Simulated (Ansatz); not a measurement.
## WS2: density of states with PBE

Crystal: WS2.

```
CELL_PARAMETERS angstrom
2.59173 0.00000 0.00000
0.00000 2.59173 0.00000
0.00000 0.00000 9.23417
ATOMIC_POSITIONS crystal
W 0.50000 0.50000 0.50000
S 0.50000 0.50000 0.76566
S 0.50000 0.50000 0.23434
```

The cell was built by a generator and needn't be a form met in nature.

| Quantity | Value |
| --- | --- |
| Program | Ansatz 0.2.0 |
| Task | density of states |
| Functional | PBE |
| Potentials or basis | all-electron PAW datasets made for the crystal |
| Cutoff | 280 eV (chosen from the basis error) |
| k mesh | 10 × 10 × 3 |
| Occupations | fermi-dirac, width 0.05 eV |
| Spin | no spin polarisation |

| Item | Value |
| --- | --- |
| Pressure | 0.7 GPa |
| Largest force | 0.044 eV/Å |
| Band gap on the k mesh | none (metal or under the smearing width) |

Forces on the atoms (eV/Å):
```
W    0.000  0.000  0.000
S    0.000  0.000  0.044
S    0.000  0.000 -0.044
```

Stress tensor (GPa, compression positive):
```
0.81 0.00 0.00
0.00 0.81 0.00
0.00 0.00 0.53
```

Levels at points of the mesh, in eV from the Fermi level:
```
             k point  band 11  band 12  band 13  band 14  band 15  band 16
  (0.00, 0.00, 0.00)     1.54     1.54     2.24     2.36     2.36     4.00
 (0.00, -0.50, 0.00)    -2.27    -2.27     1.62     1.68     2.71     3.80
(-0.50, -0.50, 0.00)    -4.64    -2.30    -0.79    -0.79    -0.31     3.84
```

States per cell in windows of 0.5 eV (zero at the Fermi level; states under -8 eV left out):
| from (eV) | total |
| --- | --- |
| -8.0 | 0.00 |
| -7.5 | 0.02 |
| -7.0 | 0.32 |
| -6.5 | 0.58 |
| -6.0 | 0.68 |
| -5.5 | 0.82 |
| -5.0 | 0.87 |
| -4.5 | 1.67 |
| -4.0 | 1.16 |
| -3.5 | 1.29 |
| -3.0 | 1.31 |
| -2.5 | 1.28 |
| -2.0 | 0.78 |
| -1.5 | 0.90 |
| -1.0 | 1.06 |
| -0.5 | 1.00 |
| 0.0 | 0.95 |
| 0.5 | 0.97 |
| 1.0 | 0.64 |
| 1.5 | 1.02 |
| 2.0 | 1.15 |
| 2.5 | 1.04 |
| 3.0 | 0.82 |
| 3.5 | 0.85 |
| 4.0 | 0.99 |
| 4.5 | 0.95 |
| 5.0 | 0.60 |
| 5.5 | 0.40 |
| 6.0 | 0.28 |
| 6.5 | 0.61 |
| 7.0 | 0.66 |
| 7.5 | 0.29 |

Wall time 7.6 s on 2 threads of AMD EPYC 7R43 64-Core Processor (Zen 3) (shared host), peak memory 0.79 GiB.

Caveat: the program warned that the printed levels may be off, so bands, gaps and densities of states are rough; this functional lacks dispersion, which binds the layers, so the pressure and a relaxed spacing across them are unreliable. The run has no spin-orbit coupling, so splittings on W are missing.
